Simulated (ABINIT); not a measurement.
Runs of ABINIT 10.8.3 (patched build) on In. It takes space group I4/mmm (No. 139, tetragonal). The conventional cell has a = 3.251 Å, b = 3.251 Å, c = 4.947 Å, α = 90.00°, β = 90.00°, γ = 90.00°. In (site symmetry 4/mmm) has 12 In at 3.25 to 3.38 Å as nearest neighbours. 

```csv
task,level,potentials or basis,cell,k mesh,cutoff (eV),smearing,bands in the sums,broadening (eV),scissor shift (eV),tensor components,cell freedom (optcell),gap on the mesh (eV),pressure (GPa)
optical spectrum,PBE,PseudoDojo NC SR PBE v0.4.1 standard,as given,18 × 18 × 18,952,fermi-dirac 0.2 eV,18,0.2,0,"[11, 33]",-,none,(a)
relaxation of cell and atoms,PBEsol,JTH PAW PBE v2.0,relaxed,8 × 8 × 8,599,fermi-dirac 0.05 eV,-,-,-,-,2,none,0.0
single point,PBE,PseudoDojo NC SR PBE v0.4.1 standard,as given,8 × 8 × 8,952,fermi-dirac 0.05 eV,-,-,-,-,-,none,1.8
optical spectrum,PBE,PseudoDojo NC SR PBE v0.4.1 standard,as given,18 × 18 × 18,952,fermi-dirac 0.1 eV,14,0.15,0,"[11, 33]",-,none,2.0
```

Alike in all rows: no spin polarisation.

**Question.** Fill in the values left out.

**Answer.** (a) 2.1.

Caveats: the intraband (Drude) term is left out (some runs); spectra need much finer meshes, so this one isn't converged (some runs); the PAW data sets were made with another functional, which shifts forces and pressure a little (some runs).

A k mesh can miss the band edges, and the runs leave out spin-orbit coupling on In.

A gap of «none» marks a metal or a gap under the smearing width.

Not every run made on this cell is shown here.
